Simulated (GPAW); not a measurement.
**Te2Mo: single point with PBE**

The system is Te2Mo.

```
Te Mo
1.0
     3.51820    0.00000    0.00000
    -1.75910    3.04685    0.00000
     0.00000    0.00000   13.97360
Te Mo
4 2
Direct
  0.66667 0.33333 0.37900
  0.33333 0.66667 0.87900
  0.66667 0.33333 0.12100
  0.33333 0.66667 0.62100
  0.66667 0.33333 0.75000
  0.33333 0.66667 0.25000
```

```
Program             : GPAW 26.7.0
Task                : single point
Functional          : PBE
Potentials or basis : GPAW PAW data sets (gpaw-data 1.2.1)
Cutoff              : 600 eV
Basis               : pw
k mesh              : 9 × 9 × 2
Occupations         : gaussian, width 0.014 eV
Spin                : no spin polarisation
```

| Quantity | Value |
| --- | --- |
| Pressure | 2.3 GPa |
| Largest force | 0.104 eV/Å |
| Band gap on the k mesh | 0.77 eV, indirect (least direct gap 1.03 eV) |

Forces on the atoms (eV/Å):
```
Te   0.000  0.000  0.103
Te   0.000  0.000  0.104
Te   0.000  0.000 -0.104
Te   0.000  0.000 -0.103
Mo   0.000  0.000  0.000
Mo   0.000  0.000  0.000
```

Stress tensor (GPa, compression positive):
```
2.10 0.00 0.00
0.00 2.10 0.00
0.00 0.00 2.71
```

Levels at points of the mesh, in eV from the valence-band top:
| k point | band 22 | band 23 | band 24 | band 25 | band 26 | band 27 | band 28 | band 29 | band 30 | band 31 |
| --- | --- | --- | --- | --- | --- | --- | --- | --- | --- | --- |
| (0.00, 0.00, 0.00) | -1.05 | -1.01 | -1.01 | -0.32 | 0.00 | 2.90 | 2.90 | 3.03 | 3.03 | 3.12 |
| (0.00, 0.00, 0.50) | -1.03 | -1.03 | -1.03 | -0.08 | -0.08 | 2.93 | 2.93 | 2.93 | 2.93 | 3.28 |

It took 83 s on 1 thread of Arm Neoverse V2, on a shared host, peak memory 0.31 GiB.

The gap isn't set beside the measured one, since this odd mesh misses points on the zone boundary.

Caveat: spin-orbit coupling is left out, which moves the levels of the heavy elements; an odd mesh through Γ misses points on the zone boundary, where band edges often lie; this functional lacks dispersion, which binds the layers, so the pressure and a relaxed spacing across them are unreliable.
